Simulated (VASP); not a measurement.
A run of VASP 6.6.1 is set up as follows.

INCAR

```
PREC = Accurate ; ENCUT = 520
EDIFF = 1E-7 ; ISMEAR = 0
SIGMA = 0.03 ; LREAL = False
LASPH = True ; NELM = 80
ALGO = Normal ; ISIF = 2
LWAVE = False ; LCHARG = False
```

File KPOINTS:

```
Automatic mesh
0
Gamma
  14 14 14
```

POSCAR

```
C                                       
1.0
    0.0000000000      1.7774542777      1.7774542777
    1.7774542777      0.0000000000      1.7774542777
    1.7774542777      1.7774542777      0.0000000000
  C             
     2
Direct
     0.0000000000000000    0.0000000000000000    0.0000000000000000
     0.2500000000000000    0.2500000000000000    0.2500000000000000
```

File KPOINTS_OPT:

```
explicit points
202
Reciprocal
 0.0000000000  0.0000000000  0.0000000000 1
 0.0555555556  0.0000000000  0.0555555556 1
 0.1111111111  0.0000000000  0.1111111111 1
 0.1666666667  0.0000000000  0.1666666667 1
 0.2222222222  0.0000000000  0.2222222222 1
 0.2777777778  0.0000000000  0.2777777778 1
[... 194 lines left out ...]
 0.4929755100  0.0070244900  0.5000000000 1
 0.5070244900 -0.0070244900  0.5000000000 1
```

Potentials or basis: VASP PAW LDA potentials, release 64 (C).

Launch:

```console
$ cat potpaw_LDA.64/C/POTCAR > POTCAR
$ mpirun -np 1 vasp_std > vasp.out
```

Q: What does it give for the pressure?

A: -7.3 GPa.

Q: Estimate the band gap along the path.

A: 4.14 eV, indirect (least direct gap 5.57 eV).

Levels at the corners of the path, in eV from the valence-band top:
| point | band 2 | band 3 | band 4 | band 5 | band 6 | band 7 |
| --- | --- | --- | --- | --- | --- | --- |
| Γ | 0.00 | 0.00 | 0.00 | 5.57 | 5.57 | 5.57 |
| X | -12.68 | -6.35 | -6.35 | 4.73 | 4.73 | 16.78 |
| X | -12.68 | -6.35 | -6.35 | 4.73 | 4.73 | 16.78 |
| W | -11.83 | -8.44 | -8.44 | 10.49 | 10.49 | 12.46 |
| W | -11.83 | -8.44 | -8.44 | 10.49 | 10.49 | 12.46 |
| K | -11.65 | -9.46 | -5.41 | 5.64 | 10.73 | 14.35 |
| K | -11.65 | -9.46 | -5.41 | 5.64 | 10.73 | 14.35 |
| Γ | 0.00 | 0.00 | 0.00 | 5.57 | 5.57 | 5.57 |
| Γ | 0.00 | 0.00 | 0.00 | 5.57 | 5.57 | 5.57 |
| L | -13.47 | -2.81 | -2.81 | 8.43 | 8.43 | 9.15 |
| L | -13.47 | -2.81 | -2.81 | 8.43 | 8.43 | 9.15 |
| U | -11.65 | -9.46 | -5.41 | 5.64 | 10.73 | 14.35 |
| U | -11.65 | -9.46 | -5.41 | 5.64 | 10.73 | 14.35 |
| W | -11.83 | -8.44 | -8.44 | 10.49 | 10.49 | 12.46 |
| W | -11.83 | -8.44 | -8.44 | 10.49 | 10.49 | 12.46 |
| L | -13.47 | -2.81 | -2.81 | 8.43 | 8.43 | 9.15 |
| L | -13.47 | -2.81 | -2.81 | 8.43 | 8.43 | 9.15 |
| K | -11.65 | -9.46 | -5.41 | 5.64 | 10.73 | 14.35 |
| U | -11.65 | -9.46 | -5.41 | 5.64 | 10.73 | 14.35 |
| X | -12.68 | -6.35 | -6.35 | 4.73 | 4.73 | 16.78 |
